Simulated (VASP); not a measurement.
MgO, 2 atoms in the cell. Symmetry: Fm-3m, No. 225, cubic system. Conventional cell: a = 4.194 Å, b = 4.194 Å, c = 4.194 Å, α = 90.00°, β = 90.00°, γ = 90.00°. Mg (site symmetry m-3m) is surrounded by 6 O at 2.10 Å. Around O (site symmetry m-3m) lie 6 Mg at 2.10 Å. The cell is a database's computed one.

| Property | Result |
| --- | --- |
| Program | VASP 6.6.1 |
| Task | single point |
| Functional | LDA |
| Potentials or basis | VASP PAW LDA potentials, release 64 (Mg, O) |
| Cutoff | 900 eV |
| k mesh | 13 × 13 × 13 |
| Occupations | gaussian, width 0.05 eV |
| Spin | no spin polarisation |
| Further INCAR settings | ADDGRID = False; ALGO = Normal; EDIFF = 1e-08; NBANDS = 11 |

Potentials or basis: VASP PAW LDA potentials, release 64 (Mg, O).

The run is started by

```sh
$ cat potpaw_LDA.64/Mg/POTCAR potpaw_LDA.64/O/POTCAR > POTCAR
$ mpirun -np 1 vasp_std > vasp.out
```

Hardware: 1 thread of AMD EPYC 9R45 (Zen 5) (shared host).

Question: Estimate the wall time of this run.

Answer: Wall time 24 s on 1 thread of AMD EPYC 9R45 (Zen 5) (shared host), peak memory 0.15 GiB. Counts: scf iterations 14, k points 84.
